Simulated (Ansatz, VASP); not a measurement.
## One calculation of AlN, two programs

The input INCAR:

```
PREC = Accurate ; ENCUT = 520
EDIFF = 1E-6 ; ISMEAR = 0
SIGMA = 0.05 ; LREAL = F
LASPH = T ; NELM = 100
ALGO = Normal ; ISIF = 2
LWAVE = F ; LCHARG = T
GGA = PS ; LELF = T
LVHAR = T ; NBANDS = 11
```

File KPOINTS:

```
Automatic mesh
0
Gamma
  10 10 10
```

Contents of POSCAR:

```
AlN
1.0
   -0.1123246293      2.0701487387      2.0701487387
    2.0701487387     -0.1123246293      2.0701487387
    2.0701487387      2.0701487387     -0.1123246293
Al N
1 1
Direct
    0.5000000000      0.5000000000      0.5000000000
    0.0000000000      0.0000000000      0.0000000000
```

Input for Ansatz:

```yaml
crystal:
  lattice:
    - [-0.1123246293, 2.0701487387, 2.0701487387]
    - [2.0701487387, -0.1123246293, 2.0701487387]
    - [2.0701487387, 2.0701487387, -0.1123246293]
  atoms:
    - { symbol: Al, position: [0.5, 0.5, 0.5] }
    - { symbol: "N", position: [0.0, 0.0, 0.0] }
basis:
  ecutwfc: 520.0
kpoints:
  mp_grid: { grid: [10, 10, 10] }
hamiltonian:
  xc: pbesol
  pseudopotentials: { kind: paw, azcp: { folder: soft_1 } }
scf:
  occupations: { method: gaussian, width: 0.05 }
output:
  forces: true
  stress: true
  eigenvalues: true
```

Alike in both runs: task single point; functional PBEsol; k mesh 10 × 10 × 10; occupations gaussian, width 0.05 eV; no spin polarisation.

|  | VASP | Ansatz |
| --- | --- | --- |
| version | VASP 6.6.1 | Ansatz 0.2.0 |
| potentials or method | VASP PAW PBE potentials, release 64 (Al, N) | scalar-relativistic, plane waves, PAW |
| plane-wave cutoff (eV) | 520 | 520 |
| valence electrons in the cell | 8 | 8 |

```tsv
	VASP	Ansatz	Ansatz less VASP
gap on the k mesh at the Fermi level (eV)	2.35	2.35	+0.001
least direct gap on the mesh (eV)	2.89	2.88	-0.010
```

Ansatz warned: «pseudo_functional_mismatch».

 A k mesh can miss the band edges.
